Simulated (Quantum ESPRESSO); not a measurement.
Runs of Quantum ESPRESSO 7.5 on FeO. It takes space group R-3m (No. 166, trigonal). The conventional cell has a = 3.035 Å, b = 3.035 Å, c = 7.547 Å, α = 90.00°, β = 90.00°, γ = 120.00°. Fe (site symmetry -3m) is surrounded by 6 O at 2.16 Å. O (site symmetry -3m) has 6 Fe at 2.16 Å as nearest neighbours. 

| k mesh | mesh quality | gap on the mesh (eV) | pressure (GPa) | moment (μB) |
| --- | --- | --- | --- | --- |
| 4 × 4 × 4, shifted | coarse | none | -9.5 | 4.00 |
| 6 × 6 × 6, shifted | coarse | none | (a) | 4.00 |
| 10 × 10 × 10, shifted | not flagged | none | -9.6 | 4.00 |
| 8 × 8 × 8, shifted | coarse | none | -9.6 | 4.00 |

Alike in all rows: task phonons; level PBEsol; potentials or basis PseudoDojo 0.4.1 SR PBEsol standard; spin collinear, ferromagnetic start; cell as given; cutoff (eV) 1225; smearing fermi-dirac 0.05 eV.

Question: Estimate the missing entries.

Answer: (a) -9.7.

Caveats: some runs use coarse meshes; the cell is more than 3 GPa from zero pressure, which shifts response properties; before the sum rule the acoustic modes lie tens of cm⁻¹ from zero, a sign that the density grid also shifts the optical modes; a cell with one magnetic atom can't hold antiferromagnetic order, which such compounds often take; semilocal functionals often make such compounds metallic where correlation or magnetic order opens a gap, which also shifts bond lengths; the mesh is thin for the phonons of a metal (some runs).

A gap of «none» marks a metal or a gap under the smearing width.
